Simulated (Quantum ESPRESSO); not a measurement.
Write an ASE script for Quantum ESPRESSO 7.5 that does the following.

```yaml
Task: relaxation of cell and atoms
Functional: PBEsol
Dispersion: D3(BJ)
Potentials_or_basis: GBRV 1.5 PBEsol
Cutoff: 612 eV
Density_cutoff: 4898 eV
k_mesh: 11 × 11 × 6
Occupations: fermi-dirac, width 0.05 eV
Spin: no spin polarisation
ASE_optimiser: FIRE
Mixing_beta: 0.5
Most_SCF_iterations: 120
SCF_threshold: 4e-10 Ry
```

The structure of Rh lies in Rh.cif:

```cif
data_Rh
_cell_length_a 2.73097904
_cell_length_b 2.73097904
_cell_length_c 4.42848900
_cell_angle_alpha 90.00000000
_cell_angle_beta 90.00000000
_cell_angle_gamma 120.00000000
_space_group_name_H-M_alt 'P1'
_space_group_name_Hall 'P 1'
_space_group_IT_number 1
loop_
_space_group_symop_operation_xyz
'x,y,z'
loop_
_atom_site_label
_atom_site_type_symbol
_atom_site_symmetry_multiplicity
_atom_site_Wyckoff_symbol
_atom_site_fract_x
_atom_site_fract_y
_atom_site_fract_z
_atom_site_occupancy
Rh1 Rh 1 a 0.3333333333 0.6666666667 0.2500000000 1
Rh2 Rh 1 a 0.6666666667 0.3333333333 0.7500000000 1
```

This isn't the form of Rh at room conditions, which is fcc.

These files were run (other wordings do the same):

run.py

```python
import numpy as np
from ase.calculators.espresso import Espresso, EspressoProfile
from ase.io import read

atoms = read('Rh.cif')

input_data = {
    'control': {'calculation': 'scf', 'prefix': 'pwscf', 'outdir': './tmp', 'tprnfor': True, 'tstress': True, 'disk_io': 'low'},
    'system': {'ecutwfc': 45.0, 'ecutrho': 360.0, 'nbnd': 22, 'occupations': 'smearing', 'smearing': 'fd', 'degauss': 0.00367493, 'vdw_corr': 'grimme-d3', 'dftd3_version': 4},
    'electrons': {'conv_thr': 4e-10, 'electron_maxstep': 120, 'mixing_beta': 0.5},
}
pseudopotentials = {'Rh': 'rh_pbesol_v1.4.uspp.F.UPF'}
profile = EspressoProfile(command='mpirun -n 2 pw.x -nk 2', pseudo_dir='pseudo')
dft = Espresso(profile=profile, input_data=input_data, pseudopotentials=pseudopotentials, kpts=(11, 11, 6), koffset=(0, 0, 0))
atoms.calc = dft

from ase.optimize import FIRE
from ase.filters import FrechetCellFilter
done = FIRE(FrechetCellFilter(atoms), trajectory='opt.traj').run(fmax=0.02, steps=30)
print('converged', done)
print('cell (A)', np.round(atoms.cell.cellpar(), 5))
print(f'energy {atoms.get_potential_energy():.8f} eV')
print('forces (eV/A)')
print(np.round(atoms.get_forces(), 6))
print('stress (eV/A^3, Voigt)')
print(np.round(atoms.get_stress(), 8))
print(f'Fermi level {dft.get_fermi_level():.4f} eV')
```

Potentials or basis: GBRV 1.5 PBEsol.

Launch:

```sh
$ OMP_NUM_THREADS=1 python run.py
```

It gave:

| Item | Value |
| --- | --- |
| Relaxed volume | 13.35 Å³/atom |
| Relaxed cell | a = 2.672 Å, b = 2.672 Å, c = 4.319 Å, α = 90.00°, β = 90.00°, γ = 120.00° |
| Space group after relaxing (to 0.05 Å) | P6_3/mmc (No. 194) |
| Energy gained by relaxing | 58.0 meV/atom |
| Ionic steps | 18 |
| Pressure after relaxing | -0.1 GPa |
| Band gap on the k mesh | none (metal or under the smearing width) |

Caveat: pairwise dispersion overbinds metals, which lowers pressure and volume.

Run time: 3.1 min on 2 MPI ranks on Arm Neoverse V2, with other jobs on the host, peak memory 0.24 GiB a rank.
